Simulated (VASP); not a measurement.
Crystal: BN.

```
CELL_PARAMETERS angstrom
0.00000 3.49532 2.16609
1.25163 0.00000 2.16609
1.25163 3.49532 0.00000
ATOMIC_POSITIONS crystal
N 0.66665 0.66665 0.33335
B 0.00005 0.00005 0.99995
```

Measurements of this composition are mostly on another form, of space group No. 194.

```yaml
Program: VASP 6.6.1
Task: single point
Functional: PBE
Potentials_or_basis: VASP PAW PBE potentials, release 64 (N, B)
Cutoff: 520 eV
k_mesh: 13 × 13 × 13
Occupations: fermi-dirac, width 0.05 eV
Spin: no spin polarisation
```

On this cell: pressure 3.3 GPa; largest force 0.010 eV/Å; band gap on the k mesh 3.90 eV, indirect (least direct gap 4.65 eV).

The same run follows on a disturbed copy (atoms moved at random, drawn with an rms of 0.05 Å):

```
CELL_PARAMETERS angstrom
0.00000 3.49532 2.16609
1.25163 0.00000 2.16609
1.25163 3.49532 0.00000
ATOMIC_POSITIONS crystal
N 0.66082 0.69742 0.32683
B 0.00701 0.00787 0.99074
```

**Question.** What changes?

**Answer.** The energy moves by +19.2 meV/atom; pressure 3.7 GPa; largest force 1.594 eV/Å; band gap on the k mesh 3.72 eV, indirect (least direct gap 4.65 eV).

Forces in eV/Å, atoms in the order of the input:
```
N   -1.243  0.452 -0.890
B    1.243 -0.452  0.890
```

Stress tensor (GPa, compression positive):
```
 2.56  0.37 -3.26
 0.37  1.46  0.22
-3.26  0.22  7.20
```

Caveats: an odd mesh through Γ misses points on the zone boundary, where band edges often lie.
